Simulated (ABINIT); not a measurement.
A calculation with ABINIT 10.8.3 (patched build) of Ca (native input, structure from a POSCAR):

run.abi

```
pp_dirpath "./"
pseudos "Ca.GGA_PBE-JTH.xml"

structure "poscar:POSCAR"
natom 4
chkprim 0
chksymtnons 0
tolsym 1.0e-6

ecut 19.0
pawecutdg 38.0
pawxcdev 0

kptopt 1
ngkpt 5 5 4
nshiftk 1
shiftk 0.0 0.0 0.0

ixc 11

nband 24
occopt 3
tsmear 0.05 eV

nstep 100
tolvrs 1.0e-9

iomode 3
prtwf 0
prteig 0
prtebands 0
enunit 1
prtvol 2
prtden 1
prtvha 1
prtvclmb 1
prtpot 1
```

File POSCAR:

```
Ca
1.0
    3.4629657000     -3.6694915100      0.0000000000
    3.4629657000      3.6694915100      0.0000000000
    0.0000000000      0.0000000000      7.0091196500
Ca
4
Direct
    0.6617894600      0.3382105400      0.3034858900  Ca
    0.3382105400      0.6617894600      0.6965141100  Ca
    0.8382105400      0.1617894600      0.8034858900  Ca
    0.1617894600      0.8382105400      0.1965141100  Ca
```

Potentials or basis: JTH PAW PBE v2.0.

The run is started by

```bash
$ abinit run.abi > log 2>&1
```

This isn't the form of Ca at room conditions, which is fcc.

Task: Write the same calculation in another form: ASE script, structure from a POSCAR.

Result: As run:

run.py

```python
import json, os
import numpy as np
from ase.units import GPa
from ase.calculators.abinit import Abinit, AbinitProfile
from ase.io import read

atoms = read('POSCAR')

profile = AbinitProfile(command='abinit', pp_paths=[os.path.abspath('pseudos')])
params = dict(
    pps='pawxml', xc='PBE',
    chksymtnons=0,
    tolsym=1e-06,
    ecut=517.0163,
    pawecutdg=1034.0327,
    pawxcdev=0,
    kptopt=1,
    ngkpt=[5, 5, 4],
    nshiftk=1,
    shiftk=[0.0, 0.0, 0.0],
    ixc=11,
    nband=24,
    occopt=3,
    tsmear=0.05,
    nstep=100,
    tolvrs=1e-09,
    prtwf=0,
    prtden=0,
)

atoms.calc = Abinit(profile=profile, directory='run', **params)
energy = atoms.get_potential_energy()
forces = atoms.get_forces()
stress = atoms.get_stress()
print(f'energy {energy:.6f} eV')
print('forces (eV/A)')
print(np.round(forces, 5))
print('stress (GPa, Voigt, tension positive)', np.round(stress / GPa, 4))
json.dump(dict(energy=energy, forces=forces.tolist(), stress=stress.tolist(), cell=atoms.cell.tolist(), frac=atoms.get_scaled_positions(wrap=False).tolist()), open('results.json', 'w'))
```

Contents of POSCAR:

```
Ca
1.0
    3.4629657000     -3.6694915100      0.0000000000
    3.4629657000      3.6694915100      0.0000000000
    0.0000000000      0.0000000000      7.0091196500
Ca
4
Direct
    0.6617894600      0.3382105400      0.3034858900
    0.3382105400      0.6617894600      0.6965141100
    0.8382105400      0.1617894600      0.8034858900
    0.1617894600      0.8382105400      0.1965141100
```

Potentials or basis: JTH PAW PBE v2.0.

The run is started by

```bash
$ python run.py
```

Both were run:

|  | native input, structure from a POSCAR | ASE script, structure from a POSCAR |
| --- | --- | --- |
| Pressure | -0.3 GPa | -0.3 GPa |
| Largest force | 0.035 eV/Å | 0.035 eV/Å |
| Band gap on the k mesh | none (metal or under the smearing width) | none (metal or under the smearing width) |
| Valence electrons inside the program's atomic spheres | Ca 7.39 (radii [1.0129] Å) | Ca 7.39 (radii [1.0129] Å) |

Keys that steer only the numerical path or the files written may differ.

Caveat: the highest band is partly filled, so the run has too few bands.
